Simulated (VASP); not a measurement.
Input of a VASP 6.6.1 run:

File INCAR:

```
PREC = Accurate
ENCUT = 520
EDIFF = 1E-7
ISMEAR = -1
SIGMA = 0.1
LREAL = F
LASPH = T
NELM = 100
ALGO = Normal
ISIF = 2
LWAVE = F
LCHARG = F
GGA = CA
NBANDS = 35
```

The input KPOINTS:

```
Automatic mesh
0
Gamma
  3 3 5
```

POSCAR

```
SnO2
1.0
    4.7680678800      0.0000000000      0.0000000000
    0.0000000000      4.7680678800      0.0000000000
    0.0000000000      0.0000000000      3.2067218900
Sn O
2 4
Direct
    0.0418148409     -0.0238014648     -0.0301544703
    0.5204766506      0.4823209438      0.4943334827
    0.2823026085      0.3339298097     -0.0168446164
    0.2813498117      0.8211768579      0.4404070725
    0.7311141720      0.6914792497      0.0025742800
    0.8213368808      0.1754605893      0.4776357453
```

Potentials or basis: VASP PAW LDA potentials, release 64 (Sn_d, O).

The run is started by

```bash
$ cat potpaw_LDA.64/Sn_d/POTCAR potpaw_LDA.64/O/POTCAR > POTCAR
$ mpirun -np 1 vasp_std > vasp.out
```

(1) Predict the pressure.

(2) What does it give for the band gap on the k mesh?

(3) Estimate the largest force.

Results:

(1) -5.8 GPa.

(2) 0.80 eV, direct.

(3) 2.401 eV/Å.

Caveat: the k mesh is coarse (spacing up to 0.44 Å⁻¹), so the values aren't converged; spin-orbit coupling is left out, which moves the levels of the heavy elements; forces of over 1 eV/Å show positions far from the minimum, so gaps and moduli don't describe the material at rest.
